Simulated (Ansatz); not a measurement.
# Ti: the cost of one run

Method: DFT, r2SCAN, PAW with Ansatz's default frozen-core files, scalar-relativistic, in Ansatz 0.2.0.

## Step 1: The system as given

It takes space group Im-3m (No. 229, cubic). Conventional cell: a = 3.252 Å, b = 3.252 Å, c = 3.252 Å, α = 90.00°, β = 90.00°, γ = 90.00°. Around Ti (site symmetry m-3m) lie 8 Ti at 2.82 Å.

As a file:

```xyz
1
Lattice="-1.6258 1.6258 1.6258 1.6258 -1.6258 1.6258 1.6258 1.6258 -1.6258" Properties=species:S:1:pos:R:3 pbc="T T T"
Ti    0.0000    0.0000    0.0000
```

The cell is one relaxed in the Materials Project, used as it stands.

## Step 2: With PAW files, cutoff 200 eV

The input, input.yaml:

```yaml
crystal:
  lattice:
    - [-1.6258179727, 1.6258179727, 1.6258179727]
    - [1.6258179727, -1.6258179727, 1.6258179727]
    - [1.6258179727, 1.6258179727, -1.6258179727]
  atoms:
    - { symbol: Ti, position: [0.0, 0.0, 0.0] }
kpoints:
  mp_grid: { grid: [18, 18, 18] }
scf:
  occupations: { method: fermi_dirac, width: 0.05 }
hamiltonian:
  xc: r2scan
  pseudopotentials: { kind: paw }
output:
  forces: true
  stress: true
  eigenvalues: true
  efg: { contact_densities: true }
basis:
  ecutwfc: 200
```

Command:

```bash
> ansatz run input.yaml --threads 1 --pin off --max-ram 2048MiB --backend cpu --events-out ev --progress --plain --runs-dir out
```

**Question.** How long does this run take on 1 thread of Arm Neoverse V2, shared host?

About 2.3 s.
